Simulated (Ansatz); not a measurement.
# AlN (P6_3mc):Rb_Al, thermodynamic levels from a 72-atom cell, part 2 of 2

Charge states of Rb_Al in AlN (P6_3mc), set against the band edges. Model: a cell of 72 host atoms with 1 Al taken out and 1 Rb put in.

Ansatz; place-levels on r2SCAN runs: charge-transition levels and formation energies with image-charge correction and potential alignment at the atomic sites; PAW set soft_1.

So far: The structure; Charge states.

### 3. Levels against the band edges, r2SCAN

A charged cell interacts with its images and the background, and its potential has another zero than the host's. place-levels removes the first by a point-charge model, screened by the static dielectric constant since the ions have relaxed around the charge, and the second by comparing potentials at atoms far from the defect.

The host is a run of the defect-free crystal in the same cutoffs, grids and k-points, so that basis and sampling errors cancel in part in the differences. The host is run in a cell of 8 atoms on a matching mesh. Its band edges are searched through the zone by a band path, so the gap is smaller than, or equal to, that on the mesh. Chemical potentials are energies per atom of Al (fcc) and Rb (bcc), run with the same functional and cutoff.

levels.point.yaml reads:

```yaml
host:
  run: host.point.run
states: [qm2.point.run, qm1_M1.point.run, q0.point.run, q0_M2.point.run, qp1_M1.point.run, qp1_M3.point.run]
geometry_from:
  qm2.point.run: qm2.relax.run
  qm1_M1.point.run: qm1_M1.relax.run
  q0.point.run: q0.relax.run
  q0_M2.point.run: q0_M2.relax.run
  qp1_M1.point.run: qp1_M1.relax.run
  qp1_M3.point.run: qp1_M3.relax.run
  host.point.run: host.relax.run
chemical_potentials:
  Al:
    energy: -540.418346
    dataset: <sha256 of the dataset>
  Rb:
    energy: -3278.008174
    dataset: <sha256 of the dataset>
epsilon: [4.49, 4.49, 4.72]
static_epsilon: [8.15, 8.15, 9.65]
vertical:
  - { from: qm2.point.run, to: qm2.point_neutral.run }
  - { from: qm1_M1.point.run, to: qm1_M1.point_neutral.run }
  - { from: qp1_M1.point.run, to: qp1_M1.point_neutral.run }
  - { from: qp1_M3.point.run, to: qp1_M3.point_neutral.run }
```

The run is started by

```bash
$ ansatz place-levels levels.point.yaml -- --threads 4 --pin off --max-ram 15073MiB
```

The program printed:

```text
[... repeated set-up lines and file paths are left out, and long positions are rounded to six places ...]
(+1/0) 0.721 eV above the valence edge, 4.157 eV under the conduction edge
(0/-1) 1.533 eV above the valence edge, 3.345 eV under the conduction edge
(-1/-2) 2.156 eV above the valence edge, 2.721 eV under the conduction edge
formation energy of charge +1: +10.201 eV with the Fermi level at the valence edge
formation energy of charge 0: +10.922 eV with the Fermi level at the valence edge
formation energy of charge -1: +12.455 eV with the Fermi level at the valence edge
formation energy of charge -2: +14.611 eV with the Fermi level at the valence edge
vertical -2 to 0: no energy, since no alignment is typed
  the change from vertical[0].from (qm2.point.run) to vertical[0].to (qm2.point_neutral.run): by its potential at epsilon [4.49, 4.49, 4.72] it stands at 0.496 0.505 0.439, with an rms radius of about 2.6 Å (1.5 1.5 1.5 Å across the planes of the cell's [...]
vertical -1 to 0: no energy, since no alignment is typed
  the change from vertical[1].from (qm1_M1.point.run) to vertical[1].to (qm1_M1.point_neutral.run): by its potential at epsilon [4.49, 4.49, 4.72] it stands at 0.457 0.451 0.456, with an rms radius of about 2.5 Å (1.7 1.1 1.6 Å across the planes of the cell's [...]
vertical +1 to 0: no energy, since no alignment is typed
  the change from vertical[2].from (qp1_M1.point.run) to vertical[2].to (qp1_M1.point_neutral.run): by its potential at epsilon [4.49, 4.49, 4.72] it stands at 0.453 0.546 0.541, with an rms radius of about 2.4 Å (1.1 1.1 1.9 Å across the planes of the cell's [...]
vertical +1 to 0: no energy, since no alignment is typed
  the change from vertical[3].from (qp1_M3.point.run) to vertical[3].to (qp1_M3.point_neutral.run): by its potential at epsilon [4.49, 4.49, 4.72] it stands at 0.456 0.545 0.536, with an rms radius of about 2.4 Å (1.1 1.1 1.9 Å across the planes of the cell's [...]
  edges by r2scan, gap 4.878 eV; the host is sampled to repeats of 18.64 Å
  the defect's cells are sampled to repeats of 18.64 Å, like sampling
  charge +1: -36159.8187 eV with its correction of +0.425 eV, at epsilon [8.15, 8.15, 9.65], aligned at sites: +0.1622 eV, mean over 33 atomic sites at or beyond 4.66 Å from the host's site at [0.4444, 0.5556, 0.4997] by the defect at [0.4444, 0.5556, [...]
  charge 0: +0.000 eV for its dipole among its images, +0.000 omitted
  charge -1: -36143.7288 eV with its correction of +0.024 eV, at epsilon [8.15, 8.15, 9.65], aligned at sites: +0.2389 eV, mean over 33 atomic sites at or beyond 4.66 Å from the host's site at [0.4444, 0.5556, 0.4997] by the defect at [0.4444, 0.5556, [...]
  charge -2: -36134.6542 eV with its correction of +0.487 eV, at epsilon [8.15, 8.15, 9.65], aligned at sites: +0.2821 eV, mean over 33 atomic sites at or beyond 4.66 Å from the host's site at [0.4444, 0.5556, 0.4997] by the defect at [0.4444, 0.5556, [...]
  charge +1: states[4] (qp1_M1.point.run) stands 0.011 eV higher, with a moment of 1.00 μB against 3.00
  charge 0: states[2] (q0.point.run) stands 0.653 eV higher, with a moment of 0.00 μB against 2.00
  states[2] (q0.point.run): levels filled in part (TS 0.009 eV): its energy is of no whole electron's
  of states[5] (qp1_M3.point.run): it parts from the run at its places by a charge that spreads by about 1.9 Å along one vector (1.7 Å or more is wide), by its potential at epsilon [4.49, 4.49, 4.72], taken for that of held ions (one typed too small widens [...]
  of states[3] (q0_M2.point.run): its alignment with the host at atomic sites is doubtful: the mean over the far sites moves by -0.0743 eV from their farther parts to their nearer, more than 0.05 eV. [...]
  of states[1] (qm1_M1.point.run): it parts from the run at its places by a charge that spreads by about 1.7 Å along one vector (1.4 Å or more is wide), by its potential at epsilon [4.49, 4.49, 4.72], taken for that of held ions (one typed too small widens [...]
  of states[0] (qm2.point.run): it parts from the run at its places by a charge that spreads by about 1.5 Å along one vector (1.4 Å or more is wide), by its potential at epsilon [4.49, 4.49, 4.72], taken for that of held ions (one typed too small widens it), [...]
  of states[4] (qp1_M1.point.run): it parts from the run at its places by a charge that spreads by about 1.9 Å along one vector (1.7 Å or more is wide), by its potential at epsilon [4.49, 4.49, 4.72], taken for that of held ions (one typed too small widens [...]
  of states[2] (q0.point.run): its alignment with the host at atomic sites is doubtful: the mean over the far sites moves by -0.0703 eV from their farther parts to their nearer, more than 0.05 eV. [...]
  of vertical[0].from (qm2.point.run): it parts from the run at its places by a charge that spreads by about 1.5 Å along one vector (1.4 Å or more is wide), by its potential at epsilon [4.49, 4.49, 4.72], taken for that of held ions (one typed too small [...]
  vertical[0].to (qm2.point_neutral.run): levels filled in part (TS 0.016 eV): its energy is of no whole electron's
  of vertical[1].from (qm1_M1.point.run): its displacements don't fall off away from the defect: farther atoms stand 0.033 Å off the host's places. [...]
  vertical[1].to (qm1_M1.point_neutral.run): levels filled in part (TS 0.012 eV): its energy is of no whole electron's
  of vertical[1].to (qm1_M1.point_neutral.run): its displacements don't fall off away from the defect: farther atoms stand 0.033 Å off the host's places. [...]
  of vertical[2].from (qp1_M1.point.run): its displacements don't fall off away from the defect: farther atoms stand 0.029 Å off the host's places. [...]
  vertical[2].to (qp1_M1.point_neutral.run): levels filled in part (TS 0.015 eV): its energy is of no whole electron's
  of vertical[2].to (qp1_M1.point_neutral.run): its displacements don't fall off away from the defect: farther atoms stand 0.029 Å off the host's places. [...]
  of vertical[3].from (qp1_M3.point.run): its displacements don't fall off away from the defect: farther atoms stand 0.029 Å off the host's places. [...]
  vertical[3].to (qp1_M3.point_neutral.run): levels filled in part (TS 0.015 eV): its energy is of no whole electron's
  of vertical[3].to (qp1_M3.point_neutral.run): its displacements don't fall off away from the defect: farther atoms stand 0.029 Å off the host's places. [...]
```

Elapsed: 0.74 s, on 4 threads of Arm Neoverse V1, shared host.

Levels between the charges placed, in eV above the valence top:

```
        gap (eV)  (+1/0)  (0/−1)  (−1/−2)
r2SCAN      4.88    0.72    1.53     2.16
```

Corrections by state:

```
charge  moment (μB)  image terms and alignment (eV)  band filling (eV)                               ε used  over the lowest of its charge, as the program ranks them, band filling apart (eV)
    +1          3.0                           0.425                  -  principal values (8.15, 8.15, 9.65)                                                                              0.000
     0          2.0                           0.000                  -                                    -                                                                              0.000
    −1          1.0                           0.024                  -  principal values (8.15, 8.15, 9.65)                                                                              0.000
    −2          0.0                           0.487                  -  principal values (8.15, 8.15, 9.65)                                                                              0.000
    +1          1.0                           0.422                  -  principal values (8.15, 8.15, 9.65)                                                                              0.011
     0          0.0                           0.000                  -                                    -                                                                              0.653
```

The charged structures listed were also run neutral, and place-levels reads from each pair, by the potential or the spins, how wide the charge is by which they differ; that can be the carrier of either run.

```
charge  rms radius (Å)  spread where it is widest against the cell (Å)  wide from (Å)  reading
    +1             2.4                                            1.88           1.72     wide
    −1             2.5                                            1.68           1.40     wide
    −2             2.6                                            1.54           1.40     wide
```

The neutral runs of these pairs need not share the spin of the lowest neutral state, and very wide values only mean spread over the cell.

From the program's caveats on the states, each cut to its opening words:

- charge +1 (3 μB), +1 (1 μB): it parts from the run at its places by a charge that spreads by about 1.9 Å along one vector (1.7 Å or more is wide), by its potential at epsilon [4.49, 4.49, [...]
- charge +1 (3 μB): its alignment with the host at atomic sites is doubtful: the mean over the far sites moves by -0.0636 eV from their farther parts to their nearer, more than [...]
- charge +1 (3 μB): the far atoms show a dipole or second moment of the defect's charge, for which the correction takes or leaves out 0.061 eV: further moments aren't read, and [...]
- charge +1 (3 μB), +1 (1 μB): its displacements don't fall off away from the defect: farther atoms stand 0.029 Å off the host's places
- charge +1 (3 μB), 0 (2 μB), −1 (1 μB), +1 (1 μB): flagged: stability check not made
- charge 0 (2 μB): its alignment with the host at atomic sites is doubtful: the mean over the far sites moves by -0.0743 eV from their farther parts to their nearer, more than [...]
- charge 0 (2 μB): its displacements don't fall off away from the defect: farther atoms stand 0.032 Å off the host's places
- charge −1 (1 μB): it parts from the run at its places by a charge that spreads by about 1.7 Å along one vector (1.4 Å or more is wide), by its potential at epsilon [4.49, 4.49, [...]
- charge −1 (1 μB): its displacements don't fall off away from the defect: farther atoms stand 0.033 Å off the host's places
- charge −2: it parts from the run at its places by a charge that spreads by about 1.5 Å along one vector (1.4 Å or more is wide), by its potential at epsilon [4.49, 4.49, [...]
- charge −2: the far atoms show a dipole or second moment of the defect's charge, for which the correction takes or leaves out 0.124 eV: further moments aren't read, and [...]
- charge +1 (1 μB): its alignment with the host at atomic sites is doubtful: the mean over the far sites moves by -0.0627 eV from their farther parts to their nearer, more than [...]
- charge +1 (1 μB): the far atoms show a dipole or second moment of the defect's charge, for which the correction takes or leaves out 0.069 eV: further moments aren't read, and [...]
- charge 0: its alignment with the host at atomic sites is doubtful: the mean over the far sites moves by -0.0703 eV from their farther parts to their nearer, more than [...]

The host's formation energy from the elements is -1.627 eV per atom; it sets how far the chemical potentials can move.

Limit set by the element alone; other compounds of these elements are not counted. Chemical potentials from the elements' reference states: Al 0.00 eV, N -3.25 eV, Rb 0.00 eV. Formation energies (Al-rich), with the Fermi level at the valence top and at the conduction bottom (gap 4.88 eV):

```
charge  at valence top (eV)  at conduction bottom (eV)  correction included (eV)
    +1                10.20                      15.08                      0.42
     0                10.92                      10.92                      0.00
    −1                12.45                       7.58                      0.02
    −2                14.61                       4.86                      0.49
```

Fermi level (eV), lowest formation energy (eV) and a bar from the least value:
```
     0.00      10.20 ##########################
     0.44      10.64 #############################
     0.89      10.92 ##############################
     1.33      10.92 ##############################
     1.77      10.68 #############################
     2.22      10.18 ##########################
     2.66       9.29 ######################
     3.11       8.40 ##################
     3.55       7.51 #############
     3.99       6.63 #########
     4.43       5.74 ####
     4.88       4.86
```

Limit set by the element alone; other compounds of these elements are not counted. Chemical potentials from the elements' reference states: N 0.00 eV, Al -3.25 eV, Rb 0.00 eV. Formation energy by charge state (N-rich; gap 4.88 eV):

```
charge  at valence top (eV)  at conduction bottom (eV)  correction included (eV)
    +1                 6.95                      11.83                      0.42
     0                 7.67                       7.67                      0.00
    −1                 9.20                       4.32                      0.02
    −2                11.36                       1.60                      0.49
```

```json
{"Fermi level (eV)": "0.00", "lowest formation energy (eV)": "6.95"}
{"Fermi level (eV)": "0.44", "lowest formation energy (eV)": "7.39"}
{"Fermi level (eV)": "0.89", "lowest formation energy (eV)": "7.67"}
{"Fermi level (eV)": "1.33", "lowest formation energy (eV)": "7.67"}
{"Fermi level (eV)": "1.77", "lowest formation energy (eV)": "7.43"}
{"Fermi level (eV)": "2.22", "lowest formation energy (eV)": "6.93"}
{"Fermi level (eV)": "2.66", "lowest formation energy (eV)": "6.03"}
{"Fermi level (eV)": "3.11", "lowest formation energy (eV)": "5.15"}
{"Fermi level (eV)": "3.55", "lowest formation energy (eV)": "4.26"}
{"Fermi level (eV)": "3.99", "lowest formation energy (eV)": "3.37"}
{"Fermi level (eV)": "4.43", "lowest formation energy (eV)": "2.49"}
{"Fermi level (eV)": "4.88", "lowest formation energy (eV)": "1.60"}
```

### 4. The same at the relaxations' own k-points

The relaxations' own energies give the levels at their sampling, for comparison.

levels.relax_mesh.yaml reads:

```yaml
host:
  run: host.relax.run
states: [qm2.relax.run, qm1_M1.relax.run, q0.relax.run, q0_M2.relax.run, qp1_M1.relax.run, qp1_M3.relax.run]
chemical_potentials:
  Al:
    energy: -540.418346
    dataset: <sha256 of the dataset>
  Rb:
    energy: -3278.008174
    dataset: <sha256 of the dataset>
```

The run is started by

```bash
$ ansatz place-levels levels.relax_mesh.yaml -- --threads 4 --pin off --max-ram 15073MiB
```

The program printed:

```text
(+1/0) 0.775 eV above the valence edge, 4.111 eV under the conduction edge
(0/-1) 1.551 eV above the valence edge, 3.335 eV under the conduction edge
(-1/-2) 2.160 eV above the valence edge, 2.726 eV under the conduction edge
formation energy of charge +1: +10.312 eV with the Fermi level at the valence edge
formation energy of charge 0: +11.087 eV with the Fermi level at the valence edge
formation energy of charge -1: +12.638 eV with the Fermi level at the valence edge
formation energy of charge -2: +14.798 eV with the Fermi level at the valence edge
  edges by r2scan, gap 4.886 eV; the host is sampled to repeats of 13.64 Å
[... the lines on each state left out ...]
```

Run time: 0.24 s. Hardware: 4 threads.

Levels between neighbouring charges, in eV above the valence top:

```
                        gap (eV)  (+1/0)  (0/−1)  (−1/−2)
one point at (¼, ¼, ¼)      4.89    0.78    1.55     2.16
  a 2×2×2 shifted mesh      4.88    0.72    1.53     2.16
```

Going from one point at (¼, ¼, ¼) to a 2×2×2 shifted mesh moves the levels that carry no band-filling term by up to 0.05 eV and formation energies against the elements by up to 0.19 eV.

### 5. What came out

```json
{
 "gap of the host": "4.88 eV (r2SCAN)",
 "level (plus 1/0)": "0.72 eV above the valence top",
 "level (0/minus 1)": "1.53 eV above the valence top",
 "level (minus 1/minus 2)": "2.16 eV above the valence top",
 "lowest of the charges placed, just above the valence top (0.02 eV)": "+1",
 "lowest of the charges placed, just below the conduction bottom (0.02 eV)": "−2",
 "lowest formation energy at mid-gap of the charges run, Al-rich": "9.73 eV",
 "lowest formation energy at mid-gap of the charges run, N-rich": "6.48 eV"
}
```

What this shows: Of the charges placed (−2, −1, 0 and +1), the lowest changes at 0.72 eV (+1/0), 1.53 eV (0/−1) and 2.16 eV (−1/−2) above the valence top, in a gap of 4.88 eV. Charges above +1 and below −2 were not placed, so these runs say nothing of levels that involve them. States placed: +1 at 3 μB and 1 μB; 0 at 2 μB and 0 μB; −1 at 1 μB; −2 at 0 μB. Other spin states or structures, where not listed, weren't placed. Rb is taken at its element; compounds, which aren't counted here, bound the chemical potentials and would shift these formation energies. Going from one point at (¼, ¼, ¼) to a 2×2×2 shifted mesh moves the levels that carry no band-filling term by up to 0.05 eV and formation energies against the elements by up to 0.19 eV. The program doubts the alignment of potentials for at least one state, a sign that the cell is small. Limits: r2SCAN makes the gap too small and tends to spread out bound carriers; where a gas molecule sets a chemical potential or the host's formation energy, its binding is uncorrected; force components of up to 0.35 eV/Å remain in a run at the final settings.

[Logs are printed without paths, hosts, clocks, repeated set-up lines and the standing remarks that a program may print on its own settings, such as how far it seeks lower states.]

[Hosts, paths, dates, database ids (printed as entryN), source tags and the programs' standing remarks are cut or masked in the printed files.]

[Where a table of states has a column of steps, it counts the stored structures, which are thinned; the runs took as many ionic steps or more.]

[A defect's name tells the site on which it was built; relaxed atoms can leave that site.]

[For some hosts the program warned that the k-mesh of the response run may be too coarse for force constants and the static dielectric constant; such warnings are not shown here.]
